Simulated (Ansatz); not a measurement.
Crystal: BaZrO3.

```xyz
5
Lattice="4.1913 0.0000 0.0000 0.0000 4.1913 0.0000 0.0000 0.0000 4.1913" Properties=species:S:1:pos:R:3 pbc="T T T"
Ba    0.0000    0.0000    0.0000
Zr    2.0957    2.0957    2.0957
O     2.0957    2.0957    0.0000
O     2.0957    0.0000    2.0957
O     0.0000    2.0957    2.0957
```

Program: Ansatz 0.2.0. Alike in all runs: potentials or basis Ansatz PAW; cell as given; cutoff (eV) 420. Hardware: 2 threads of Intel(R) Xeon(R) Platinum 8488C (Sapphire Rapids), with other jobs on the host.

Q: Order these runs on this cell by their wall time, lowest first.
A. task band structure; level PBEsol; spin SOC, no magnetisation; k mesh 5 × 5 × 5; smearing fermi-dirac 0.05 eV; points for each segment of the path 14
B. task single point; level PBE; spin off; k mesh 6 × 6 × 6; smearing gaussian 0.015 eV
C. task band structure; level PBEsol; spin off; k mesh 6 × 6 × 6; smearing fermi-dirac 0.05 eV; points for each segment of the path 14

A: B (0.99 s), C (2.9 s), A (26 s).
